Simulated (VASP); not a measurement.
Here is a VASP 6.6.1 calculation.

INCAR

```
SYSTEM = Sc
  ALGO = Normal
  EDIFF = 1E-7
  ENCUT = 520
  ISIF = 2
  ISMEAR = -1
  LASPH = .True.
  LCHARG = .False.
  LMIXTAU = .True.
  LREAL = .False.
  LWAVE = .False.
  METAGGA = R2SCAN
  NBANDS = 12
  NELM = 80
  PREC = Accurate
  SIGMA = 0.1
```

The input KPOINTS:

```
k-points
0
Gamma
  13 13 13
  0 0 0
```

Contents of POSCAR:

```
Sc
1.0
    0.0000000000      2.1343670000      2.1343670000
    2.1343670000      0.0000000000      2.1343670000
    2.1343670000      2.1343670000      0.0000000000
Sc
1
Direct
    0.0000000000      0.0000000000      0.0000000000
```

Potentials or basis: VASP PAW PBE potentials, release 64 (Sc_sv).

Launch:

```console
$ cat potpaw_PBE.64/Sc_sv/POTCAR > POTCAR
$ mpirun -np 1 vasp_std > vasp.out
```

(1) Predict the pressure.

(2) What does it give for the band gap on the k mesh?

Answers

(1) 19.6 GPa.

(2) none (metal or under the smearing width).

Caveat: so large a pressure means that the cell lies far from this level's equilibrium, or that cutoff or potentials fall short; the potentials were made for another functional, which shifts forces and pressure.
